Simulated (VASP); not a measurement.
**TaSi2: single point with r2SCAN**

Crystal: TaSi2.

```xyz
9
Lattice="4.7794 0.0000 0.0000 -2.3897 4.1391 0.0000 0.0000 0.0000 6.5570" Properties=species:S:1:pos:R:3 pbc="T T T"
Ta   -1.1949    2.0696    1.0928
Ta    1.1949    2.0696    5.4642
Ta    2.3897    0.0000    3.2785
Si    2.3897    2.8284    3.2785
Si   -1.2546    3.4838    5.4642
Si    1.2546    3.4838    1.0928
Si    0.0000    1.3107    3.2785
Si    3.6443    0.6554    5.4642
Si    1.1351    0.6554    1.0928
```

The cell is a database's computed one.

```yaml
Program: VASP 6.6.1
Task: single point
Functional: r2SCAN
Potentials_or_basis: VASP PAW PBE potentials, release 64 (Ta_pv, Si)
Cutoff: 520 eV
k_mesh: 9 × 9 × 6
Occupations: gaussian, width 0.1 eV
Spin: no spin polarisation
```

- Pressure: 0.2 GPa
- Largest force: 0.015 eV/Å
- Band gap on the k mesh: none (metal or under the smearing width)

Forces in eV/Å, atoms in the order of the input:
```
Ta   0.000  0.000  0.000
Ta   0.000  0.000  0.000
Ta   0.000  0.000  0.000
Si   0.000  0.015  0.000
Si  -0.013  0.007  0.000
Si   0.013  0.007  0.000
Si   0.000 -0.015  0.000
Si   0.013 -0.007  0.000
Si  -0.013 -0.007  0.000
```

Stress tensor (GPa, compression positive):
```
0.26 0.00 0.00
0.00 0.26 0.00
0.00 0.00 0.18
```

Levels at points of the mesh, in eV from the Fermi level:
| k point | band 26 | band 27 | band 28 | band 29 | band 30 | band 31 | band 32 | band 33 |
| --- | --- | --- | --- | --- | --- | --- | --- | --- |
| (0.00, 0.00, 0.00) | -2.65 | -2.36 | -2.36 | -1.71 | 0.85 | 3.20 | 3.20 | 3.75 |
| (0.00, 0.00, 0.50) | -2.30 | -2.02 | -2.02 | 1.25 | 1.25 | 2.82 | 2.82 | 3.71 |

Run time: 5.9 min on 1 thread of Intel(R) Xeon(R) 6975P-C (Granite Rapids) (shared host), peak memory 0.37 GiB.

Caveat: the PAW data sets were made with another functional, which shifts forces and pressure a little. The run has no spin-orbit coupling, so splittings on Ta are missing.
